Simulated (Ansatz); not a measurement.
Structure types of BN were relaxed at one common pressure (all-electron LAPW in Ansatz 0.2.0 under PBE, scalar-relativistic, no spin polarisation, zero temperature). They take these volumes:

```tsv
type	space group	V (Å³/atom)
rocksalt	Fm-3m	4.63
CsCl	Pm-3m	5.08
zincblende	F-43m	5.10
wurtzite	P6_3mc	5.11
NiAs	P6_3/mmc	4.67
```

Problem. At about which pressure, and is the densest type also the lowest in enthalpy?

Solution. 76 GPa. The densest is rocksalt, and it is 1508 meV/atom above zincblende: its gain in pV doesn't pay for its higher energy here.
